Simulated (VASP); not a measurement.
Wanted: the native input for a VASP 6.6.1 run.

- Task: relaxation of cell and atoms
- Functional: PBE
- Potentials or basis: VASP PAW PBE potentials, release 64 (Ge_d, Sb, Te)
- Cutoff: 520 eV
- k mesh: 3 × 3 × 2
- Occupations: gaussian, width 0.15 eV
- Spin: no spin polarisation
- Further INCAR settings: PREC = Normal; ALGO = Fast; EDIFF = 0.0001; IBRION = 2; EDIFFG = -0.08; NSW = 24; ISIF = 3

The structure of GeSb2Te4 lies in POSCAR:

```
GeSb2Te4
1.0
    5.2637499500      0.0000000000      0.0000000000
   -2.6318749700      4.5585411700      0.0000000000
    0.0000000000      0.0000000000     10.9187097600
Ge Sb Te
1 2 4
Direct
    0.0000000000      0.0000000000      0.0000000000
    0.3333333300      0.6666666700      0.5000000000
    0.6666666700      0.3333333300      0.5000000000
    0.3333333300      0.6666666700      0.1228206200
    0.3333333300      0.6666666700      0.8771793800
    0.6666666700      0.3333333300      0.8771793800
    0.6666666700      0.3333333300      0.1228206200
```

The cell was built by a generator and needn't be a form met in nature.

These files were run (other wordings do the same):

INCAR

```
ALGO = Fast
EDIFF = 1E-4
EDIFFG = -0.08
ENCUT = 520
GGA = PE
IBRION = 2
ISIF = 3
ISMEAR = 0
LASPH = True
LCHARG = False
LREAL = False
LWAVE = False
NELM = 60
NSW = 24
PREC = Normal
SIGMA = 0.15
```

KPOINTS

```
k-points
0
Gamma
  3 3 2
```

Potentials or basis: VASP PAW PBE potentials, release 64 (Ge_d, Sb, Te).

Command:

```sh
$ cat potpaw_PBE.64/Ge_d/POTCAR potpaw_PBE.64/Sb/POTCAR potpaw_PBE.64/Te/POTCAR > POTCAR
$ mpirun -np 1 vasp_std > vasp.out
```

It gave:

- Relaxed volume: 34.68 Å³/atom
- Relaxed cell: a = 5.637 Å, b = 5.637 Å, c = 8.823 Å, α = 90.00°, β = 90.00°, γ = 120.00°
- Space group after relaxing (to 0.05 Å): P6/mmm (No. 191)
- Energy gained by relaxing: 255.5 meV/atom
- Ionic steps: 24
- Pressure after relaxing: -0.3 GPa
- Largest force after relaxing: 0.016 eV/Å
- Band gap on the k mesh: none (metal or under the smearing width)

Caveat: the k mesh is coarse (spacing up to 0.46 Å⁻¹), so the values aren't converged; this functional lacks dispersion, which binds the layers, so the pressure and a relaxed spacing across them are unreliable; the relaxation stopped at a loose force limit of 0.08 eV/Å, so its end isn't a converged minimum.

Wall time 4.2 min on 1 thread of Intel(R) Xeon(R) 6975P-C (Granite Rapids) (shared host), peak memory 0.27 GiB.
